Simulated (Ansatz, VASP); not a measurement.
Ag in VASP and in Ansatz

```
Ag
1.0
     4.58504    0.00000    0.00000
    -2.29252    3.97076    0.00000
     0.00000    0.00000    2.81063
Ag
3
Direct
  0.00000 0.00000 0.00000
  0.33333 0.66667 0.50000
  0.66667 0.33333 0.50000
```

The cell was built by a generator and needn't be a form met in nature.

Alike in both runs: task relaxation of cell and atoms; functional PBE; k mesh 8 × 8 × 11; occupations fermi-dirac, width 0.1 eV; no spin polarisation.

```csv
,VASP,Ansatz
version,VASP 6.6.1,Ansatz 0.2.0
potentials or method,"VASP PAW PBE potentials, release 64 (Ag)","plane waves (420 eV) with PAW, scalar-relativistic"
plane-wave cutoff (eV),600,420
valence electrons in the cell,33,57
```

VASP gave:

```
relaxed volume (Å³/atom)                                     : 18.21
relaxed cell length with the largest relative difference (Å) : 4.721
energy change over the relaxation (meV/atom)                 : -26
```

Question: Estimate Ansatz's values.

Answer: Relaxed volume (Å³/atom): 18.25; relaxed cell length with the largest relative difference (Å): 4.726; energy change over the relaxation (meV/atom): -28.

The two sets of potentials don't hold the same shells in valence.
